Q: I have six computed band gaps of the same aluminium nitride crystal, and the labels have come off. Can the values tell me which calculation is which?

Band gaps of AlN (space group P6_3mc, 4-atom cell, a = 3.113 Å, c = 4.981 Å, not relaxed) from Kohn-Sham DFT without spin polarisation, in several programs and functionals. The measured gap used for the last column is 6.0411 eV, the free A exciton energy of a film from temperature-dependent photoluminescence, extrapolated to 0 K (arXiv:2402.00216). Candidates: ABINIT 10.8.3 (2), ABINIT 10.8.3 (1), ABINIT 10.8.3 (4), ABINIT 10.8.3 (3), DFTK 0.8.2, Quantum ESPRESSO 7.5 (1).

| row | computed band gap (eV) | computed less measured (eV) |
| --- | --- | --- |
| A | 4.233 | -1.81 |
| B | 4.580 | -1.46 |
| C | 4.255 | -1.79 |
| D | 4.116 | -1.93 |
| E | 4.221 | -1.82 |
| F | 4.357 | -1.68 |

A: Some of them can. You need to know what the candidates are: ABINIT (1) used the functional PBEsol, ABINIT (2) LDA, ABINIT (3) OLYP and ABINIT (4) HCTH407, while DFTK and Quantum ESPRESSO (1) both used PBE. Use only the computed gap, which is the distance from the highest filled to the lowest empty Kohn-Sham level. Two more calculations of the same cell kept their labels: GPAW with PBE gives 4.199 eV, and Quantum ESPRESSO with LDA gives 4.256 eV. Take these as anchors, the second with some care, because that run warned of unconverged eigenvalues.

Q: Then I give each row the functional of the nearer anchor. C lies 0.001 eV from the LDA anchor, so C is LDA. E is closer to PBE, and A is closer to LDA.

A: Now count your candidates. You have used LDA twice, and the list has it once. C has the better claim, so A goes back to PBE, although it lies 0.034 eV from the PBE anchor and only 0.023 eV from the LDA one. The two anchors are themselves only 0.057 eV apart, and changing the program or the potentials can move a gap by a few hundredths of an eV. At that distance the nearest anchor is a poor judge.

Q: Could one of the three in the middle be PBEsol instead? It is built much like PBE.

A: Try it with limiting cases. In a gas of uniform density there is no gradient, and LDA, PBE and PBEsol become the same functional. When the density begins to vary, PBEsol adds a gradient term to the exchange that is a little over half as strong as that of PBE. If the gap followed this strength in proportion, PBEsol would fall about halfway between the anchors:

$$E_\text{gap}(\text{PBEsol}) \approx \frac{4.199 + 4.256}{2}\ \text{eV} \approx 4.23\ \text{eV}$$

Q: That is row A, almost exactly!

A: It looks convincing, but follow the consequence. If PBEsol takes a place in the middle, one of the PBE or LDA candidates has to move out to B, D or F. The least bad choice is D as PBE, and D lies 0.083 eV below the PBE anchor. So either two programs disagree on PBE by that much, or my halfway estimate is wrong. I trust the programs more than the estimate, since the estimate assumes that a gap responds in simple proportion to one term of the functional.

Q: So A, C and E are the two PBE runs and the LDA run, and B, D and F are left for PBEsol, OLYP and HCTH407. Is PBEsol the one closest to the middle?

A: Distance does not settle it. D lies 0.105 eV below E, and F lies 0.102 eV above C, which is the same step down as up. The uniform gas helps a little more. OLYP and HCTH407 do not reduce to LDA in that limit, because their constants were adjusted to atoms or molecules. Two functionals with that common origin may well depart from the others in the same direction, which makes them B and F and leaves D for PBEsol. This is a plausible argument and no proof.

Q: And which of B and F is which?

A: I have no argument that decides it. I would write HCTH407 for B, because it has more adjustable constants and so more freedom to stray, but that is a guess. The order of A and E is just as open: both should be PBE, and 0.012 eV between them is too little to recognise a program by. C as LDA is the assignment I trust most, and D as PBEsol is probable.

Q: Let us see the labels.

The rows with their labels:

| program | functional | how the value is got | potentials or basis | wave cutoff (eV) | k-mesh | computed band gap (eV) | computed less measured (eV) |
| --- | --- | --- | --- | --- | --- | --- | --- |
| ABINIT 10.8.3 (1) | PBEsol | Kohn-Sham, on the mesh | JTH PAW PBE v2.0 | 680 | 8x8x5 | 4.116 | -1.93 |
| GPAW 26.7.0 | PBE | Kohn-Sham, on the mesh | PAW data sets made by gpaw setup for the functional | 600 | 8x8x5 | 4.199 | -1.84 |
| DFTK 0.8.2 | PBE | Kohn-Sham, on the mesh | dojo.nc.sr.pbe.v0_4_1.standard | 1143 | 10x10x6 | 4.221 | -1.82 |
| Quantum ESPRESSO 7.5 (1) | PBE | Kohn-Sham, on the mesh | SSSP 1.3 efficiency PBE | 816 | 10x10x6 | 4.233 | -1.81 |
| ABINIT 10.8.3 (2) | LDA | Kohn-Sham, on the mesh | PseudoDojo NC SR LDA v0.4 stringent | 980 | 8x8x4 | 4.255 | -1.79 |
| Quantum ESPRESSO 7.5 (2) | LDA | Kohn-Sham, on the mesh | PseudoDojo 0.4.1 SR LDA standard | 1143 | 10x10x6 | 4.256 | -1.79 |
| ABINIT 10.8.3 (3) | OLYP | Kohn-Sham, on the mesh | JTH PAW PBE v2.0 | 680 | 10x10x6 | 4.357 | -1.68 |
| ABINIT 10.8.3 (4) | HCTH407 | Kohn-Sham, on the mesh | JTH PAW PBE v2.0 | 680 | 10x10x6 | 4.580 | -1.46 |

A: The grouping holds, and the guess for B and F turned out right. A is Quantum ESPRESSO and E is DFTK, which the gaps could not have told us. The two LDA runs use potentials of the same family, which probably helps them to agree so closely. The three PBE runs use different kinds of potentials and spread over 0.034 eV.

Q: But your halfway estimate failed. PBEsol came out at 4.116 eV.

A: It is about 0.11 eV too high, and PBEsol does not even lie between PBE and LDA. The anchors come from different programs, but the scatter among programs is only a few hundredths of an eV, too little to explain the miss. Two suspects remain, and I cannot separate them. The gap need not follow the gradient term in proportion, as the estimate assumed. The PBEsol run also used atomic data made for PBE, as did the OLYP and HCTH407 runs, and there is no PBE run with those data that would show how much they contribute.

Q: Is there at least a rule, such as a stronger gradient term giving a wider gap?

A: PBEsol below PBE would fit such a rule, but LDA has no gradient term at all and should then lie lowest. Instead it lies 0.14 eV above PBEsol and also above every PBE run. The fairest pair is DFTK with PBE and Quantum ESPRESSO with LDA, which share the family of potentials, the cutoff and the mesh: there LDA gives the wider gap by 0.035 eV. So the simple rule fails. What one can say is more modest. The top of the filled levels is made mainly of nitrogen 2p states, held close to the nitrogen atoms, while the lowest empty level is expected to spread over both kinds of atom and the space between them. A functional that treats dense and thin regions differently shifts these levels against each other. The picture explains why the gap responds to the functional, but it does not give the sign.

Q: I make ultraviolet emitters, and the measured gap is 6.04 eV. Should I simply use HCTH407, since it comes closest?

A: Look at the sizes first. HCTH407 still falls short by 1.46 eV, which is about three times the whole spread of the table and some forty times the spread of PBE among programs. The wavelength in nanometres is roughly 1200 divided by the energy in eV, so a gap near 4.2 eV would place your emission near 290 nm, when it belongs near 200 nm. Choosing among these functionals moves you a little within the wrong region.

Q: What do they all lack, if it is neither the program nor the particular functional?

A: Take another limiting case, a very large crystal to which you add one electron. The density changes by almost nothing at any point. LDA and the gradient-corrected functionals compute their potential from the local density and its variation, so their potential hardly changes either. The exact exchange-correlation potential would jump upward by a constant throughout the crystal as soon as the filled bands are full and the next electron enters. That jump is called the derivative discontinuity, $\Delta_\text{xc}$:

$$E_\text{gap}^\text{true} = E_\text{gap}^\text{Kohn-Sham} + \Delta_\text{xc}$$

The gaps in the table are approximations to the first term alone.

Q: Does the table prove that this is the cause?

A: It shows a large shortfall in every row, which a change of program or of functional within this class does not remove. That the missing jump is the main reason is established theory. A hybrid functional or a GW calculation would be expected to close much of the shortfall, but the table has neither, and a wider gap alone would not show how much of the error was the missing jump.

Q: Is the shortfall then just the number in the last column?

A: That column is the computed less the measured gap, and it probably understates the problem. The measured value is an exciton energy, so the attraction between electron and hole has already lowered it. The zero-point motion of the atoms lowers it too, and extrapolating to 0 K removes neither. A calculation with fixed atoms and no exciton should therefore aim somewhat higher than 6.04 eV. Strain in the measured film and the unrelaxed computed cell may also shift the comparison, by amounts not known here.

Q: If I move on to gallium nitride, does the same reasoning carry over?

A: The main part does: functionals of this class again give too small a gap, for the same reason. Gallium adds filled 3d states, which these functionals place too high in energy. There they push the nitrogen 2p levels upward and narrow the gap further. Programs may also differ in whether they treat the 3d electrons as part of the frozen core, so I would expect unlabelled gaps to be harder to sort than here.

Q: And where do I find the differences you quoted?

A: They are in the printed output below, which compares each gap with the two anchors and with the measured value. No constant was adjusted to any row.

The analysis program printed:

```
Distance of each gap from the two anchors in eV:
                       row    gap  from_PBE_anchor  from_LDA_anchor  percent_of_measured
         ABINIT 10.8.3 (1)  4.116           -0.083            -0.14                68.13
               GPAW 26.7.0  4.199                0           -0.057                69.51
                DFTK 0.8.2  4.221            0.022           -0.035                69.87
  Quantum ESPRESSO 7.5 (1)  4.233            0.034           -0.023                70.07
         ABINIT 10.8.3 (2)  4.255            0.056           -0.001                70.43
  Quantum ESPRESSO 7.5 (2)  4.256            0.057                0                70.45
         ABINIT 10.8.3 (3)  4.357            0.158            0.101                72.12
         ABINIT 10.8.3 (4)   4.58            0.381            0.324                75.81
LDA anchor less PBE anchor, eV: 0.057
Spread of PBE among three programs, eV: 0.034
Difference of the two PBE rows in the puzzle, eV: 0.012
Difference of the two LDA rows, eV: 0.001
LDA in ABINIT less PBE in Quantum ESPRESSO, eV: 0.022
PBEsol below the lower PBE row of the puzzle, eV: 0.105
PBEsol below the PBE anchor, eV: 0.083
OLYP above LDA in ABINIT, eV: 0.102
HCTH407 above OLYP, eV: 0.223
Spread of all rows, eV: 0.464
Smallest shortfall against the measured gap, eV: 1.461
Largest shortfall against the measured gap, eV: 1.925
Smallest shortfall against the lowest measured value found, eV: 1.4
Smallest shortfall over spread of PBE among programs: 42.97
Smallest shortfall over spread of all rows: 3.149
Splitting at the valence top with PBE in GPAW, eV: 0.1832
Splitting at the valence top with LDA in ABINIT, eV: 0.178
Splitting at the valence top with OLYP in ABINIT, eV: 0.1833
```
